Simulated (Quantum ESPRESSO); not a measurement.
The system is MoP.

```
Mo P
1.0
     3.22300    0.00000    0.00000
    -1.61150    2.79120    0.00000
     0.00000    0.00000    3.19100
Mo P
1 1
Direct
  0.00000 0.00000 0.00000
  0.33333 0.66667 0.50000
```

Base run:

* Program: Quantum ESPRESSO 7.5
* Functional: PBEsol
* Potentials or basis: SSSP 1.3 efficiency PBE
* Cutoff: 816 eV
* Density cutoff: 5987 eV
* k mesh: 10 × 10 × 8
* Occupations: fermi-dirac, width 0.05 eV
* Spin: no spin polarisation
* Hubbard terms: Mo d U = 6 eV

Its results: band gap on the k mesh none (metal or under the smearing width); pressure -14.7 GPa.

Problem. After a change of settings the same cell gave: band gap on the k mesh none (metal or under the smearing width); pressure -12.8 GPa. Which change was it?
A. hubbard terms from Mo d U = 6 eV to Mo d U = 5 eV
B. hubbard terms from Mo d U = 6 eV to none
C. hubbard terms from Mo d U = 6 eV to Mo d U = 1 eV

Solution. A.

Caveats: the potentials were made for another functional, which shifts forces and pressure; U without spin polarisation on a metal has little footing; the U is typed as a test and isn't derived for this compound.
